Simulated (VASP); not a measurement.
# GaAs (F-43m) in VASP: notebook

Aim: see how the results for GaAs move with the level of theory and the settings. Levels: LDA, PBE. Tasks: relaxation of cell and atoms.

All numbers are computed with VASP 6.6.1; they aren't measurements. Logs are shortened: lines on timing, memory, paths and dates and some standing lists are left out, and cuts for length are marked.

## Step 1: The structure

The structure is cubic, space group F-43m (No. 216). The conventional cell has a = 5.654 Å, b = 5.654 Å, c = 5.654 Å, α = 90.00°, β = 90.00°, γ = 90.00°. Ga (site symmetry -43m) is surrounded by 4 As at 2.45 Å. As (site symmetry -43m) has 4 Ga at 2.45 Å as nearest neighbours.

## Step 2: Relaxation of cell and atoms, LDA

INCAR

```
PREC = Accurate
ENCUT = 600
EDIFF = 1E-6
ISMEAR = 0
SIGMA = 0.03
LREAL = False
LASPH = True
NELM = 80
ALGO = Normal
ISIF = 3
LWAVE = False
LCHARG = False
GGA = CA
IBRION = 2
NSW = 90
EDIFFG = -0.01
```

KPOINTS

```
Automatic mesh
0
Gamma
  10 10 10
```

POSCAR

```
GaAs
1.0
    0.0000000000      2.8268500000      2.8268500000
    2.8268500000      0.0000000000      2.8268500000
    2.8268500000      2.8268500000      0.0000000000
Ga As
1 1
Direct
    0.0000000000      0.0000000000      0.0000000000
    0.2500000000      0.2500000000      0.2500000000
```

Potentials or basis: VASP PAW LDA potentials, release 64 (Ga_d, As).

Launch:

```
$ cat potpaw_LDA.64/Ga_d/POTCAR potpaw_LDA.64/As/POTCAR > POTCAR
$ mpirun -np 1 vasp_std > vasp.out
```

OUTCAR:

```text
PREC = Accurate
   ENCUT = 600
   EDIFF = 1E-6
   ISMEAR = 0
   LREAL = False
   LASPH = True
   NELM = 80
   ISIF = 3
   GGA = CA
   IBRION = 2
   NSW = 90
   EDIFFG = -0.01

 ion  position               nearest neighbor table
   1  0.000  0.000  0.000-   2 2.45   2 2.45   2 2.45   2 2.45
   2  0.250  0.250  0.250-   1 2.45   1 2.45   1 2.45   1 2.45

  LATTYP: Found a face centered cubic cell.
 ALAT       =     5.6537000000

  Lattice vectors:

 A1 = (   0.0000000000,   2.8268500000,   2.8268500000)
 A2 = (   2.8268500000,   0.0000000000,   2.8268500000)
 A3 = (   2.8268500000,   2.8268500000,   0.0000000000)

Analysis of symmetry for initial positions (statically):
=====================================================================
 Subroutine PRICEL returns:
 Original cell was already a primitive cell.

 Routine SETGRP: Setting up the symmetry group for a
 face centered cubic supercell.

 Subroutine GETGRP returns: Found 24 space group operations
 (whereof 24 operations were pure point group operations)
 out of a pool of 48 trial point group operations.

The static configuration has the point symmetry T_d .

Analysis of symmetry for dynamics (positions and initial velocities):
=====================================================================
 Subroutine PRICEL returns:
 Original cell was already a primitive cell.

 Routine SETGRP: Setting up the symmetry group for a
 face centered cubic supercell.

 Subroutine GETGRP returns: Found 24 space group operations
 (whereof 24 operations were pure point group operations)
 out of a pool of 48 trial point group operations.

The dynamic configuration has the point symmetry T_d .

 Subroutine INISYM returns: Found 24 space group operations
 (whereof 24 operations are pure point group operations),
 and found     1 'primitive' translations

----------------------------------------------------------------------------------------

                                     Primitive cell

  volume of cell :      45.1792

  direct lattice vectors                    reciprocal lattice vectors
     0.000000000  2.826850000  2.826850000    -0.176875321  0.176875321  0.176875321
     2.826850000  0.000000000  2.826850000     0.176875321 -0.176875321  0.176875321
     2.826850000  2.826850000  0.000000000     0.176875321  0.176875321 -0.176875321

  length of vectors
     3.997769609  3.997769609  3.997769609     0.306357042  0.306357042  0.306357042

  position of ions in fractional coordinates (direct lattice)
[... 35 lines left out ...]
            Coordinates               Weight
  0.000000  0.000000  0.000000      1.000000
  0.100000  0.000000  0.000000      8.000000
  0.200000  0.000000  0.000000      8.000000
  0.300000  0.000000  0.000000      8.000000
  0.400000  0.000000  0.000000      8.000000
  0.500000  0.000000  0.000000      4.000000
[... 16 lines left out ...]
  0.300000  0.300000  0.000000      6.000000
  0.400000  0.300000  0.000000     24.000000
 [... further k-points ...]
   k-points           NKPTS =     47   k-points in BZ     NKDIM =     47   number of bands    NBANDS=     13
   number of dos      NEDOS =    301   number of ions     NIONS =      2
   total plane-waves  NPLWV =  32768
   dimension x,y,z NGX =    32 NGY =   32 NGZ =   32
   dimension x,y,z NGXF=    64 NGYF=   64 NGZF=   64
   ions per type =               1   1
   NGX,Y,Z   is equivalent  to a cutoff of  13.31, 13.31, 13.31 a.u.
   NGXF,Y,Z  is equivalent  to a cutoff of  26.61, 26.61, 26.61 a.u.
 SYSTEM =  unknown system
   PREC   = accura    normal or accurate (medium, high low for compatibility)
   ISTART =      0    job   : 0-new  1-cont  2-samecut
   ICHARG =      2    charge: 1-file 2-atom 10-const
   ISPIN  =      1    spin polarized calculation?
   LNONCOLLINEAR =      F non collinear calculations
   LSORBIT =      F    spin-orbit coupling
   LASPH  =      T    aspherical Exc in radial PAW
   ENCUT  =  600.0 eV  44.10 Ry    6.64 a.u.   7.98  7.98  7.98*2*pi/ulx,y,z
   NELM   =     80;   NELMIN=  2; NELMDL= -5     # of ELM steps
   EDIFF  = 0.1E-05   stopping-criterion for ELM
   LREAL  =      F    real-space projection
   EDIFFG = -.1E-01   stopping-criterion for IOM
   NSW    =     90    number of steps for IOM
   IBRION =      2    ionic relax: 0-MD 1-quasi-New 2-CG
   NFREE  =      1    steps in history (QN), initial steepest desc. (CG)
   ISIF   =      3    stress and relaxation
   ISYM   =      2    0-nonsym 1-usesym 2-fastsym
   POTIM  = 0.5000    time-step for ionic-motion
   TEBEG  =    0.0;   TEEND  =   0.0 temperature during run
   PSTRESS=    0.0 pullay stress
   NELECT =      18.0000    total number of electrons
   NUPDOWN=      -1.0000    fix difference up-down
   EMIN   =  10.00;   EMAX   =-10.00  energy-range for DOS
   EFERMI =   0.00;   METHOD = LEGACY
   ISMEAR =     0;   SIGMA  =   0.03  broadening in eV -4-tet -1-fermi 0-gaus
   EFERMI_NEDOS =   21; number of points for ismear=-14 and -15
   IALGO  =     38    algorithm
   IMIX   =      4    mixing-type and parameters
     AMIX     =   0.40;   BMIX     =  1.00
     AMIX_MAG =   1.60;   BMIX_MAG =  1.00
  volume/ion in A,a.u.               =      22.59       152.44
  Fermi-wavevector in a.u.,A,eV,Ry     =   1.204628  2.276417 19.743799  1.451128
  Thomas-Fermi vector in A             =   2.340347
   LORBIT       =      0    0 simple, 1 ext, 2 COOP (PROOUT), +10 PAW based schemes
   GGA     = CA    functional components
   LHFCALC =     F    Hartree Fock is set to
   AEXX    =    0.0000 exact exchange contribution
   IVDW    =     0    specifies the selected vdW correction
   LEPSILON=     F    determine dielectric tensor
   LRPA    =     F    only Hartree local field effects (RPA)
 conjugate gradient relaxation of ions
 non-spin polarized calculation
 Gauss-broadening in eV      SIGMA  =   0.03
  energy-cutoff  :      600.00
  volume of cell :       45.18
 maximum number of plane-waves:      1524
   NGX = 15   NGY = 15   NGZ = 15

--------------------------------------- Ionic step        1  -------------------------------------------

 number of electron      18.0000011 magnetization

 Free energy of the ion-electron system (eV)
  ---------------------------------------------------
  ext. energy  EPLUGINS =         0.00000000
  ---------------------------------------------------
  free energy    TOTEN  =        -9.63593721 eV

  energy without entropy =       -9.63593721  energy(sigma->0) =       -9.63593721

 E-fermi :   3.9726     XC(G=0):  -9.9125

 val. band max:        3.8001667606   @ k =   0.0000   0.0000   0.0000
 cond. band min:       4.1322729771   @ k =   0.0000   0.0000   0.0000
 fundamental gap:      0.3321062164
 Fermi energy:         3.9725792103
[... 848 lines left out ...]
--------------------------------------- Ionic step        3  -------------------------------------------

 number of electron      18.0000006 magnetization

 Free energy of the ion-electron system (eV)
  ---------------------------------------------------
  ext. energy  EPLUGINS =         0.00000000
  ---------------------------------------------------
  free energy    TOTEN  =        -9.64124007 eV

  energy without entropy =       -9.64124007  energy(sigma->0) =       -9.64124007

 E-fermi :   4.1924     XC(G=0): -10.0140

 val. band max:        4.0221870896   @ k =   0.0000   0.0000   0.0000
 cond. band min:       4.5277667134   @ k =   0.0000   0.0000   0.0000
 fundamental gap:      0.5055796238
 Fermi energy:         4.1923895574
[... 413 lines left out ...]
  FREE ENERGIE OF THE ION-ELECTRON SYSTEM (eV)
  ---------------------------------------------------
  free  energy   TOTEN  =        -9.6412400740 eV

  energy  without entropy=       -9.6412400740  energy(sigma->0) =       -9.64124007

 reached required accuracy - stopping structural energy minimisation
```

OSZICAR:

```text
N       E                     dE             d eps       ncg     rms          rms(c)
DAV:   1     0.837964680786E+02    0.83796E+02   -0.98544E+03  1230   0.205E+03
DAV:   2    -0.288323924473E+01   -0.86680E+02   -0.83656E+02  1318   0.349E+02
DAV:   3    -0.973565684629E+01   -0.68524E+01   -0.67925E+01  1557   0.787E+01
[... 22 lines left out ...]
DAV:   3    -0.964160654870E+01    0.34408E-02   -0.42609E-03  1607   0.137E+00    0.746E-02
DAV:   4    -0.964128906449E+01    0.31748E-03   -0.38154E-04  1479   0.315E-01    0.262E-02
DAV:   5    -0.964124154341E+01    0.47521E-04   -0.25918E-05  1579   0.769E-02    0.713E-03
DAV:   6    -0.964124013051E+01    0.14129E-05   -0.23726E-06   984   0.264E-02    0.397E-03
DAV:   7    -0.964124007396E+01    0.56546E-07   -0.38505E-07   611   0.130E-02
   3 F= -.96412401E+01 E0= -.96412401E+01  d E =-.530287E-02
```

CONTCAR:

```text
GaAs
   1.00000000000000
    -0.0000000000000000    2.8053051463706553    2.8053051463706553
     2.8053051463706553    0.0000000000000000    2.8053051463706553
     2.8053051463706553    2.8053051463706553    0.0000000000000000
  Ga              As
     1     1
Direct
     0.0000000000000000    0.0000000000000000    0.0000000000000000
     0.2500000000000000    0.2500000000000000    0.2500000000000000

  0.00000000E+00  0.00000000E+00  0.00000000E+00
  0.00000000E+00  0.00000000E+00  0.00000000E+00
```

It took 25 s on 1 thread of Intel Xeon Platinum 8488C (Sapphire Rapids), shared host; peak memory 0.18 GiB.

What came out:

```yaml
Free_energy: -9.6412 eV
Relaxed_volume: 22.08 Å³/atom
Relaxed_cell: a = 3.967 Å, b = 3.967 Å, c = 3.967 Å, α = 60.00°, β = 60.00°, γ = 60.00°
Space_group_after_relaxing_to_0.05_Å: F-43m (No. 216)
Energy_gained_by_relaxing: 2.7 meV/atom
Ionic_steps: 3
Pressure_after_relaxing: 0.0 GPa
Band_gap_on_the_k_mesh: 0.51 eV, direct
```

The path:
```tsv
step	energy change (eV)	largest force (eV/Å)	pressure (GPa)	volume (Å³)
1	0.0000	0.0000	-1.63	45.18
2	-0.0042	0.0000	0.76	43.69
3	-0.0053	0.0000	0.01	44.15
```

Final structure:
```cif
data_structure
_symmetry_space_group_name_H-M 'P 1'
_symmetry_Int_Tables_number 1
_cell_length_a 3.9673
_cell_length_b 3.9673
_cell_length_c 3.9673
_cell_angle_alpha 60.000
_cell_angle_beta 60.000
_cell_angle_gamma 60.000
_cell_volume 44.15
loop_
_atom_site_label
_atom_site_type_symbol
_atom_site_fract_x
_atom_site_fract_y
_atom_site_fract_z
_atom_site_occupancy
Ga1 Ga 0.00000 0.00000 0.00000 1
As1 As 0.25000 0.25000 0.25000 1
```

Levels at points of the mesh, in eV from the valence-band top:
```csv
k point,band 6,band 7,band 8,band 9,band 10,band 11,band 12,band 13
"(0.00, 0.00, 0.00)",-12.93,0.00,0.00,0.00,0.51,3.68,3.68,3.68
"(0.50, 0.00, 0.00)",-11.10,-6.82,-1.18,-1.18,0.93,4.59,4.59,7.59
"(0.50, 0.50, 0.00)",-10.32,-6.98,-2.77,-2.77,1.30,1.54,10.23,10.23
```

## Step 3: Relaxation of cell and atoms, LDA

This run uses another cell than the first one, of 22.08 Å³/atom, 0.977 times its volume.

Changes to INCAR since step 2:

```diff
@@ -2,3 +2,3 @@
 ENCUT = 600
-EDIFF = 1E-6
+EDIFF = 1E-7
 ISMEAR = 0
@@ -15,2 +15,2 @@
 NSW = 90
-EDIFFG = -0.01
+EDIFFG = -0.005
```

KPOINTS is that of step 2.

POSCAR

```
GaAs                                    
1.0
   -0.0000000000      2.8053051464      2.8053051464
    2.8053051464      0.0000000000      2.8053051464
    2.8053051464      2.8053051464      0.0000000000
  Ga              As            
     1     1
Direct
     0.0000000000000000    0.0000000000000000    0.0000000000000000
     0.2500000000000000    0.2500000000000000    0.2500000000000000
```

Potentials or basis: VASP PAW LDA potentials, release 64 (Ga_d, As).

Launch:

```
$ cat potpaw_LDA.64/Ga_d/POTCAR potpaw_LDA.64/As/POTCAR > POTCAR
$ mpirun -np 1 vasp_std > vasp.out
```

It took 12 s on 1 thread of Intel Xeon Platinum 8488C (Sapphire Rapids), shared host; peak memory 0.17 GiB.

Results (log left out):

```
Free energy             : -9.6411 eV
Pressure after relaxing : 0.0 GPa
Band gap on the k mesh  : 0.51 eV, direct
```

Final structure:
```xyz
2
Lattice="0.0000 2.8053 2.8053 2.8053 0.0000 2.8053 2.8053 2.8053 0.0000" Properties=species:S:1:pos:R:3 pbc="T T T"
Ga    0.0000    0.0000    0.0000
As    1.4027    1.4027    1.4027
```

Levels at points of the mesh, in eV from the valence-band top:
```csv
k point,band 7,band 8,band 9,band 10,band 11,band 12
"(0.00, 0.00, 0.00)",0.00,0.00,0.00,0.51,3.68,3.68
"(0.50, 0.00, 0.00)",-6.82,-1.18,-1.18,0.93,4.59,4.59
"(0.50, 0.50, 0.00)",-6.98,-2.77,-2.77,1.30,1.54,10.23
```

Caveat: the relaxation stopped at its first step, so nothing moved. A k mesh can miss the band edges.

## Step 4: Relaxation of cell and atoms, PBE

INCAR

```
SYSTEM = GaAs
PREC = Accurate
ENCUT = 600
EDIFF = 1E-6
ISMEAR = 0
SIGMA = 0.03
LREAL = .False.
LASPH = .True.
NELM = 80
ALGO = Normal
ISIF = 3
LWAVE = .False.
LCHARG = .False.
GGA = PE
IBRION = 2
NSW = 90
EDIFFG = -0.01
```

KPOINTS

```
Automatic mesh
0
Gamma
  10 10 10
  0 0 0
```

POSCAR

```
GaAs
1.0
    0.0000000000      2.8268500000      2.8268500000
    2.8268500000      0.0000000000      2.8268500000
    2.8268500000      2.8268500000      0.0000000000
Ga As
1 1
Direct
    0.0000000000      0.0000000000      0.0000000000
    0.2500000000      0.2500000000      0.2500000000
```

Potentials or basis: VASP PAW PBE potentials, release 64 (Ga_d, As).

Launch:

```
$ cat potpaw_PBE.64/Ga_d/POTCAR potpaw_PBE.64/As/POTCAR > POTCAR
$ mpirun -np 1 vasp_std > vasp.out
```

OUTCAR:

```text
SYSTEM = GaAs
   PREC = Accurate
   ENCUT = 600
   EDIFF = 1E-6
   ISMEAR = 0
   LREAL = .False.
   LASPH = .True.
   NELM = 80
   ISIF = 3
   GGA = PE
   IBRION = 2
   NSW = 90
   EDIFFG = -0.01

 ion  position               nearest neighbor table
   1  0.000  0.000  0.000-   2 2.45   2 2.45   2 2.45   2 2.45
   2  0.250  0.250  0.250-   1 2.45   1 2.45   1 2.45   1 2.45

  LATTYP: Found a face centered cubic cell.
 ALAT       =     5.6537000000

  Lattice vectors:

 A1 = (   0.0000000000,   2.8268500000,   2.8268500000)
 A2 = (   2.8268500000,   0.0000000000,   2.8268500000)
 A3 = (   2.8268500000,   2.8268500000,   0.0000000000)

Analysis of symmetry for initial positions (statically):
[... 259 lines left out ...]

 val. band max:        3.4669887503   @ k =   0.0000   0.0000   0.0000
 cond. band min:       3.6119707565   @ k =   0.0000   0.0000   0.0000
 fundamental gap:      0.1449820063
 Fermi energy:         3.5426513413

 k-point     1 :       0.0000    0.0000    0.0000
  band No.  band energies     occupation
      1     -11.2555      2.00000
      2     -11.2555      2.00000
      3     -11.2555      2.00000
      4     -11.1880      2.00000
      5     -11.1880      2.00000
      6      -8.9056      2.00000
      7       3.4670      1.99964
      8       3.4670      1.99964
      9       3.4670      1.99964
     10       3.6120      0.00108
     11       7.1821      0.00000
     12       7.1821      0.00000
     13       7.1821      0.00000
[... 354 lines left out ...]
  band No.  band energies     occupation
      1     -11.3311      2.00000
      2     -11.2253      2.00000
      3     -11.2241      2.00000
      4     -11.2022      2.00000
      5     -11.1799      2.00000
      6      -7.3049      2.00000
      7      -2.0675      2.00000
      8       1.0524      2.00000
      9       1.3676      2.00000
     10       5.3516      0.00000
     11       6.2923      0.00000
     12      10.5380      0.00000
     13      11.1685      0.00000

 [... further k-points ...]
[... 5 lines left out ...]
  --------------------------------------------------------------------------------------
  -------------------------------------------------------------------------------------
  Total       -0.0191420     -0.0191420     -0.0191420      0.0000000      0.0000000      0.0000000
  in kB       -0.6452117     -0.6452117     -0.6452117      0.0000000      0.0000000      0.0000000
  external PRESSURE =      -0.6452117 kB  Pullay stress =       0.0000000 kB
[... 17 lines left out ...]
  FREE ENERGIE OF THE ION-ELECTRON SYSTEM (eV)
  ---------------------------------------------------
  free  energy   TOTEN  =        -8.2748413038 eV

  energy  without entropy=       -8.2748411348  energy(sigma->0) =       -8.27484122

 reached required accuracy - stopping structural energy minimisation
```

CONTCAR:

```text
GaAs
   1.00000000000000
     0.0000000000000000    2.8751155360105458    2.8751155360105458
     2.8751155360105458   -0.0000000000000000    2.8751155360105458
     2.8751155360105458    2.8751155360105458   -0.0000000000000000
  Ga              As
     1     1
Direct
     0.0000000000000000    0.0000000000000000    0.0000000000000000
     0.2500000000000000    0.2500000000000000    0.2500000000000000

  0.00000000E+00  0.00000000E+00  0.00000000E+00
  0.00000000E+00  0.00000000E+00  0.00000000E+00
```

Run time: 29 s. Hardware: 1 thread of Intel Xeon 6975P-C (Granite Rapids), shared host; peak memory 0.2 GiB.

What came out:

- Free energy: -8.2748 eV
- Relaxed volume: 23.77 Å³/atom
- Relaxed cell: a = 4.066 Å, b = 4.066 Å, c = 4.066 Å, α = 60.00°, β = 60.00°, γ = 60.00°
- Space group after relaxing (to 0.05 Å): F-43m (No. 216)
- Energy gained by relaxing: 12.1 meV/atom
- Ionic steps: 3
- Pressure after relaxing: -0.1 GPa
- Band gap on the k mesh: 0.15 eV, direct

Step by step:
```csv
step,energy change (eV),largest force (eV/Å),pressure (GPa),volume (Å³)
1,0.0000,0.0000,3.45,45.18
2,-0.0210,0.0000,-1.02,48.43
3,-0.0241,0.0000,-0.06,47.53
```

Final structure:
```
Ga As
1.0
     0.00000    2.87512    2.87512
     2.87512    0.00000    2.87512
     2.87512    2.87512    0.00000
Ga As
1 1
Cartesian
  0.0000 0.0000 0.0000
  1.4376 1.4376 1.4376
```

Levels at points of the mesh, in eV from the valence-band top:
| k point | band 6 | band 7 | band 8 | band 9 | band 10 | band 11 | band 12 | band 13 |
| --- | --- | --- | --- | --- | --- | --- | --- | --- |
| (0.00, 0.00, 0.00) | -12.37 | 0.00 | 0.00 | 0.00 | 0.15 | 3.72 | 3.72 | 3.72 |
| (0.50, 0.00, 0.00) | -10.76 | -6.37 | -1.07 | -1.07 | 0.86 | 4.62 | 4.62 | 7.70 |
| (0.50, 0.50, 0.00) | -10.09 | -6.59 | -2.50 | -2.50 | 1.56 | 1.68 | 9.77 | 9.77 |

As with any semilocal functional, this PBE gap is likely too small. Zero-point motion and thermal expansion aren't in these numbers.

## Step 5: Relaxation of cell and atoms, PBE

This run uses another cell than the first one, of 23.77 Å³/atom, 1.052 times its volume.

Changes to INCAR since step 4:

```diff
@@ -3,3 +3,3 @@
 ENCUT = 600
-EDIFF = 1E-6
+EDIFF = 1E-7
 ISMEAR = 0
@@ -16,2 +16,2 @@
 NSW = 90
-EDIFFG = -0.01
+EDIFFG = -0.005
```

KPOINTS is that of step 4.

POSCAR

```
GaAs                                    
1.0
    0.0000000000      2.8751155360      2.8751155360
    2.8751155360     -0.0000000000      2.8751155360
    2.8751155360      2.8751155360     -0.0000000000
  Ga              As            
     1     1
Direct
     0.0000000000000000    0.0000000000000000    0.0000000000000000
     0.2500000000000000    0.2500000000000000    0.2500000000000000
```

Launch:

```
$ cat potpaw_PBE.64/Ga_d/POTCAR potpaw_PBE.64/As/POTCAR > POTCAR
$ mpirun -np 1 vasp_std > vasp.out
```

Run time: 16 s. Hardware: 1 thread of Intel Xeon 6975P-C (Granite Rapids), shared host; peak memory 0.19 GiB.

Results (log left out):

- Free energy: -8.2751 eV
- Pressure after relaxing: 0.0 GPa
- Band gap on the k mesh: 0.14 eV, direct

Final structure:
```yaml
crystal:
  lattice:
    - [0.00000, 2.87512, 2.87512]
    - [2.87512, 0.00000, 2.87512]
    - [2.87512, 2.87512, 0.00000]
  atoms:
    - { symbol: Ga, position: [0.00000, 0.00000, 0.00000] }
    - { symbol: As, position: [0.25000, 0.25000, 0.25000] }
```

Levels at points of the mesh, in eV from the valence-band top:
| k point | band 5 | band 6 | band 7 | band 8 | band 9 | band 10 | band 11 | band 12 | band 13 |
| --- | --- | --- | --- | --- | --- | --- | --- | --- | --- |
| (0.00, 0.00, 0.00) | -14.66 | -12.37 | 0.00 | 0.00 | 0.00 | 0.14 | 3.71 | 3.71 | 3.71 |
| (0.50, 0.00, 0.00) | -14.65 | -10.76 | -6.37 | -1.07 | -1.07 | 0.86 | 4.62 | 4.62 | 7.70 |
| (0.50, 0.50, 0.00) | -14.65 | -10.09 | -6.59 | -2.50 | -2.50 | 1.56 | 1.68 | 9.77 | 9.77 |

Caveat: the relaxation stopped at its first step, so nothing moved. Expect the measured gap to be larger: semilocal functionals such as PBE lack the derivative discontinuity.
